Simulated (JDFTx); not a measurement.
# ZnS (F-43m) in JDFTx: a series of runs

Aim: see how the results for ZnS move with the level of theory and the settings. Levels: LDA, PBEsol. Tasks: band structure.

Everything below comes from runs of JDFTx 1.7.0 (patched build). Logs are shortened: lines on timing, memory, paths and dates and some standing lists are left out, and cuts for length are marked. The log counts tension as positive stress, the text compression.

**The experiment to reproduce.**

From “Electronic, vibrational, and thermodynamic properties of ZnS (zincblende and rocksalt structure)”, 2009, arxiv:0911.5022, for a bulk crystal of ZnS at 19 K: band gap 3.85 eV (direct).

The results are compared with them further down.

## (1) The crystal as given

It takes space group F-43m (No. 216, cubic). Conventional cell: a = 5.404 Å, b = 5.404 Å, c = 5.404 Å, α = 90.00°, β = 90.00°, γ = 90.00°. Zn (site symmetry -43m) is surrounded by 4 S at 2.34 Å. S (site symmetry -43m) has 4 Zn at 2.34 Å as nearest neighbours.

## (2) Band structure, LDA

bands.in reads:

```
lattice \
    0.0000000000     2.7020000000     2.7020000000 \
    2.7020000000     0.0000000000     2.7020000000 \
    2.7020000000     2.7020000000     0.0000000000
latt-scale 1.889726124626 1.889726124626 1.889726124626
coords-type Lattice
ion Zn     0.7500000000     0.7500000000     0.7500000000 1
ion S      0.0000000000     0.0000000000     0.0000000000 1

ion-species pseudo/Zn.upf
ion-species pseudo/S.upf
elec-cutoff 36 288
elec-ex-corr lda-PW
elec-smearing Fermi 0.0018374661
elec-n-bands 19
electronic-minimize nIterations 30 energyDiffThreshold 1e-06
davidson-band-ratio 1.3
forces-output-coords Cartesian
include path.kpoints
symmetries none
fix-electron-density run.$VAR

dump-name bands.$VAR
dump End Ecomponents EigStats BandEigs Kpoints Forces
```

path.kpoints reads:

```
kpoint +0.0000000000 +0.0000000000 +0.0000000000 0.020000000000
kpoint +0.0714285714 +0.0000000000 +0.0714285714 0.020000000000
kpoint +0.1428571429 +0.0000000000 +0.1428571429 0.020000000000
kpoint +0.2142857143 +0.0000000000 +0.2142857143 0.020000000000
kpoint +0.2857142857 +0.0000000000 +0.2857142857 0.020000000000
kpoint +0.3571428571 +0.0000000000 +0.3571428571 0.020000000000
kpoint +0.4285714286 +0.0000000000 +0.4285714286 0.020000000000
kpoint +0.5000000000 +0.0000000000 +0.5000000000 0.020000000000
kpoint +0.5000000000 +0.0833333333 +0.5833333333 0.020000000000
kpoint +0.5000000000 +0.1666666667 +0.6666666667 0.020000000000
kpoint +0.5000000000 +0.2500000000 +0.7500000000 0.020000000000
kpoint +0.4375000000 +0.3125000000 +0.7500000000 0.020000000000
kpoint +0.3750000000 +0.3750000000 +0.7500000000 0.020000000000
kpoint +0.3281250000 +0.3281250000 +0.6562500000 0.020000000000
kpoint +0.2812500000 +0.2812500000 +0.5625000000 0.020000000000
kpoint +0.2343750000 +0.2343750000 +0.4687500000 0.020000000000
kpoint +0.1875000000 +0.1875000000 +0.3750000000 0.020000000000
kpoint +0.1406250000 +0.1406250000 +0.2812500000 0.020000000000
kpoint +0.0937500000 +0.0937500000 +0.1875000000 0.020000000000
kpoint +0.0468750000 +0.0468750000 +0.0937500000 0.020000000000
kpoint +0.0000000000 +0.0000000000 +0.0000000000 0.020000000000
kpoint +0.0833333333 +0.0833333333 +0.0833333333 0.020000000000
kpoint +0.1666666667 +0.1666666667 +0.1666666667 0.020000000000
kpoint +0.2500000000 +0.2500000000 +0.2500000000 0.020000000000
kpoint +0.3333333333 +0.3333333333 +0.3333333333 0.020000000000
kpoint +0.4166666667 +0.4166666667 +0.4166666667 0.020000000000
kpoint +0.5000000000 +0.5000000000 +0.5000000000 0.020000000000
kpoint +0.5250000000 +0.4500000000 +0.5250000000 0.020000000000
kpoint +0.5500000000 +0.4000000000 +0.5500000000 0.020000000000
kpoint +0.5750000000 +0.3500000000 +0.5750000000 0.020000000000
kpoint +0.6000000000 +0.3000000000 +0.6000000000 0.020000000000
kpoint +0.6250000000 +0.2500000000 +0.6250000000 0.020000000000
kpoint +0.5625000000 +0.2500000000 +0.6875000000 0.020000000000
kpoint +0.5000000000 +0.2500000000 +0.7500000000 0.020000000000
kpoint +0.5000000000 +0.2916666667 +0.7083333333 0.020000000000
kpoint +0.5000000000 +0.3333333333 +0.6666666667 0.020000000000
kpoint +0.5000000000 +0.3750000000 +0.6250000000 0.020000000000
kpoint +0.5000000000 +0.4166666667 +0.5833333333 0.020000000000
kpoint +0.5000000000 +0.4583333333 +0.5416666667 0.020000000000
kpoint +0.5000000000 +0.5000000000 +0.5000000000 0.020000000000
kpoint +0.4791666667 +0.4791666667 +0.5416666667 0.020000000000
kpoint +0.4583333333 +0.4583333333 +0.5833333333 0.020000000000
kpoint +0.4375000000 +0.4375000000 +0.6250000000 0.020000000000
kpoint +0.4166666667 +0.4166666667 +0.6666666667 0.020000000000
kpoint +0.3958333333 +0.3958333333 +0.7083333333 0.020000000000
kpoint +0.3750000000 +0.3750000000 +0.7500000000 0.020000000000
kpoint +0.6250000000 +0.2500000000 +0.6250000000 0.020000000000
kpoint +0.5833333333 +0.1666666667 +0.5833333333 0.020000000000
kpoint +0.5416666667 +0.0833333333 +0.5416666667 0.020000000000
kpoint +0.5000000000 +0.0000000000 +0.5000000000 0.020000000000
```

Potentials or basis: PseudoDojo-SR-LDA-0.4.1-standard with smoothed tails.

On the command line:

```sh
jdftx -c 1 -i bands.in -o bands.out
```

Output:

```text
*************** JDFTx 1.7.0 (patched build) ***************

Input parsed successfully to the following command list (including defaults):
[... the input with its defaults ...]

---------- Initializing the Grid ----------
R =
[            0      5.10604      5.10604  ]
[      5.10604            0      5.10604  ]
[      5.10604      5.10604            0  ]
unit cell volume = 266.246
G =
[   -0.61527    0.61527    0.61527  ]
[    0.61527   -0.61527    0.61527  ]
[    0.61527    0.61527   -0.61527  ]
Minimum fftbox size, Smin = [  56  56  56  ]
Chosen fftbox size, S = [  56  56  56  ]

---------- Initializing tighter grid for wavefunction operations ----------
R =
[            0      5.10604      5.10604  ]
[      5.10604            0      5.10604  ]
[      5.10604      5.10604            0  ]
unit cell volume = 266.246
G =
[   -0.61527    0.61527    0.61527  ]
[    0.61527   -0.61527    0.61527  ]
[    0.61527    0.61527   -0.61527  ]
Minimum fftbox size, Smin = [  40  40  40  ]
Chosen fftbox size, S = [  40  40  40  ]

---------- Exchange Correlation functional ----------
Initalized Slater LDA exchange.
Initalized Perdew-Wang LDA correlation.

---------- Setting up pseudopotentials ----------
Width of ionic core gaussian charges (only for fluid interactions / plotting) set to 0

Reading pseudopotential file 'pseudo/Zn.upf':
  'Zn' pseudopotential, 'SLA  PW   NOGX NOGC' functional
  Generated using ONCVPSP code by D. R. Hamann
  20 valence electrons, 4 orbitals, 6 projectors, 1001 radial grid points, with lMax = 2
    3S    l: 0   occupation:  2.0   eigenvalue: -4.726958
    3P    l: 1   occupation:  6.0   eigenvalue: -3.059874
    3D    l: 2   occupation: 10.0   eigenvalue: -0.383098
    4S    l: 0   occupation:  2.0   eigenvalue: -0.228564
  Core radius for overlap checks: 1.79 bohrs.

Reading pseudopotential file 'pseudo/S.upf':
  'S' pseudopotential, 'SLA  PW   NOGX NOGC' functional
  Generated using ONCVPSP code by D. R. Hamann
  6 valence electrons, 2 orbitals, 6 projectors, 1001 radial grid points, with lMax = 2
    3S    l: 0   occupation:  2.0   eigenvalue: -0.635064
    3P    l: 1   occupation:  4.0   eigenvalue: -0.261175
  Core radius for overlap checks: 1.67 bohrs.

Initialized 2 species with 2 total atoms.

Folded 50 k-points by 1x1x1 to 50 k-points.

---------- Setting up k-points, bands, fillings ----------
No reducable k-points.
Computing the number of bands and number of electrons
Calculating initial fillings.
nElectrons:  26.000000   nBands: 19   nStates: 50

----- Setting up reduced wavefunction bases (one per k-point) -----
average nbasis = 2749.700 , ideal nbasis = 2746.821

---------- Setting up ewald sum ----------
Optimum gaussian width for ewald sums = 2.319075 bohr.
Real space sum over 1331 unit cells with max indices [  5  5  5  ]
Reciprocal space sum over 2197 terms with max indices [  6  6  6  ]

---------- Allocating electronic variables ----------
Reading n from file 'run.n' ... done
Initializing wave functions:  linear combination of atomic orbitals
Note: number of bands (19) exceeds available atomic orbitals (14)

----------- Band structure minimization -------------
Minimization will be done independently for each quantum number.

---- Minimization of quantum number:     0  [ +0.0000000 +0.0000000 +0.0000000 ]  0.040000000 ----
BandDavidson: Iter:   0  Eband: -0.281600362815007
BandDavidson: Iter:   1  Eband: -0.327215943528472  dEband: -4.561558e-02
BandDavidson: Iter:   2  Eband: -0.333310817850299  dEband: -6.094874e-03
BandDavidson: Iter:   3  Eband: -0.334665451742623  dEband: -1.354634e-03
[... 704 lines of inner loops ...]
BandDavidson: Iter:  10  Eband: -0.328928901457985  dEband: -1.471601e-06
BandDavidson: Iter:  11  Eband: -0.328929560173032  dEband: -6.587150e-07
BandDavidson: Converged (dEband<1.000000e-06)
	FillingsUpdate:  mu: +0.293698388  nElectrons: 26.000000

Dumping 'bands.eigStats' ...
	eMin: -4.305355 at state 20 ( [ +0.000000 +0.000000 +0.000000 ] spin 0 )
	HOMO: +0.258356 at state 0 ( [ +0.000000 +0.000000 +0.000000 ] spin 0 )
	mu  : +0.293698
	LUMO: +0.326638 at state 20 ( [ +0.000000 +0.000000 +0.000000 ] spin 0 )
	eMax: +0.759271 at state 34 ( [ +0.500000 +0.291667 -0.291667 ] spin 0 )
	HOMO-LUMO gap: +0.068282
	Optical gap  : +0.068282 at state 0 ( [ +0.000000 +0.000000 +0.000000 ] spin 0 )
Done!
[note: mu, HOMO and LUMO in a band run belong to the points of the path alone and aren't those of the crystal]
```

It took 15 s on 1 thread of Intel Xeon 6975P-C (Granite Rapids), shared host; peak memory 0.1 GiB.

What came out:

| Quantity | Value |
| --- | --- |
| Band gap along the path | 1.86 eV, direct |

Levels at the corners of the path, in eV from the valence-band top:
| point | band 10 | band 11 | band 12 | band 13 | band 14 | band 15 | band 16 | band 17 |
| --- | --- | --- | --- | --- | --- | --- | --- | --- |
| Γ | -5.99 | 0.00 | 0.00 | 0.00 | 1.86 | 6.23 | 6.23 | 6.23 |
| X | -5.77 | -4.66 | -2.24 | -2.24 | 3.19 | 3.88 | 10.69 | 11.74 |
| W | -5.58 | -4.68 | -2.80 | -2.77 | 5.52 | 5.89 | 7.66 | 8.00 |
| K | -5.64 | -4.71 | -3.17 | -1.83 | 3.93 | 5.80 | 9.14 | 9.60 |
| Γ | -5.99 | 0.00 | 0.00 | 0.00 | 1.86 | 6.23 | 6.23 | 6.23 |
| L | -5.79 | -5.38 | -0.88 | -0.88 | 3.09 | 6.76 | 6.76 | 8.62 |
| U | -5.64 | -4.71 | -3.17 | -1.83 | 3.93 | 5.80 | 9.14 | 9.60 |
| W | -5.58 | -4.68 | -2.80 | -2.77 | 5.52 | 5.89 | 7.66 | 8.00 |
| L | -5.79 | -5.38 | -0.88 | -0.88 | 3.09 | 6.76 | 6.76 | 8.62 |
| K | -5.64 | -4.71 | -3.17 | -1.83 | 3.93 | 5.80 | 9.14 | 9.60 |
| U | -5.64 | -4.71 | -3.17 | -1.83 | 3.93 | 5.80 | 9.14 | 9.60 |
| X | -5.77 | -4.66 | -2.24 | -2.24 | 3.19 | 3.88 | 10.69 | 11.74 |

## (3) Band structure, PBEsol

bands.in reads:

```
lattice \
    0.0000000000     5.1060399887     5.1060399887 \
    5.1060399887     0.0000000000     5.1060399887 \
    5.1060399887     5.1060399887     0.0000000000
coords-type Cartesian
ion Zn     7.6590599831     7.6590599831     7.6590599831 1
ion S      0.0000000000     0.0000000000     0.0000000000 1

ion-species pseudo/Zn.upf
ion-species pseudo/S.upf
elec-cutoff 42 336
elec-ex-corr gga-PBEsol
elec-smearing Fermi 0.0018374661
elec-n-bands 19
electronic-minimize nIterations 30 energyDiffThreshold 1e-06
davidson-band-ratio 1.3
forces-output-coords Cartesian
include path.kpoints
symmetries none
fix-electron-density run.$VAR

dump-name bands.$VAR
dump End Ecomponents EigStats BandEigs Kpoints Forces
```

path.kpoints is that of step 2.

Potentials or basis: PseudoDojo-SR-PBEsol-0.4.1-standard with smoothed tails.

On the command line:

```sh
jdftx -c 1 -i bands.in -o bands.out
```

Run time: 23 s. Hardware: 1 thread of Intel Xeon 6975P-C (Granite Rapids), shared host; peak memory 0.12 GiB.

Results (log left out):

| Quantity | Value |
| --- | --- |
| Band gap along the path | 1.98 eV, direct |

Levels at the corners of the path, in eV from the valence-band top:
```
point  band 9  band 10  band 11  band 12  band 13  band 14  band 15  band 16  band 17
    Γ   -5.87    -5.87     0.00     0.00     0.00     1.98     6.28     6.28     6.28
    X   -5.79    -5.65    -4.60    -2.24    -2.24     3.24     3.96    10.81    11.85
    W   -5.91    -5.47    -4.63    -2.79    -2.75     5.56     5.98     7.73     8.04
    K   -5.83    -5.52    -4.67    -3.16    -1.83     3.99     5.87     9.21     9.65
    Γ   -5.87    -5.87     0.00     0.00     0.00     1.98     6.28     6.28     6.28
    L   -5.84    -5.67    -5.35    -0.87    -0.87     3.19     6.80     6.80     8.69
    U   -5.83    -5.52    -4.67    -3.16    -1.83     3.99     5.87     9.21     9.65
    W   -5.91    -5.47    -4.63    -2.79    -2.75     5.56     5.98     7.73     8.04
    L   -5.84    -5.67    -5.35    -0.87    -0.87     3.19     6.80     6.80     8.69
    K   -5.83    -5.52    -4.67    -3.16    -1.83     3.99     5.87     9.21     9.65
    U   -5.83    -5.52    -4.67    -3.16    -1.83     3.99     5.87     9.21     9.65
    X   -5.79    -5.65    -4.60    -2.24    -2.24     3.24     3.96    10.81    11.85
```

## (4) Against experiment

Step 2. Measured gap of ZnS: 3.85 eV (direct; 19 K; quoted in “Electronic, vibrational, and thermodynamic properties of ZnS (zincblende and rocksalt structure)”, 2009, arxiv:0911.5022). This calculation gives 1.86 eV (-1.99 eV). So large a miss can be the level of theory's own, or it may mean another phase, state or a wrong row. The value is that of LDA, without temperature or zero-point motion. Semilocal functionals fall short of measured gaps as a rule.

Step 3. A measured gap of ZnS is 3.85 eV (direct; 19 K; quoted in “Electronic, vibrational, and thermodynamic properties of ZnS (zincblende and rocksalt structure)”, 2009, arxiv:0911.5022); the calculated 1.98 eV misses it by -1.87 eV. The value is that of PBEsol, without temperature or zero-point motion. Semilocal functionals fall short of measured gaps as a rule.
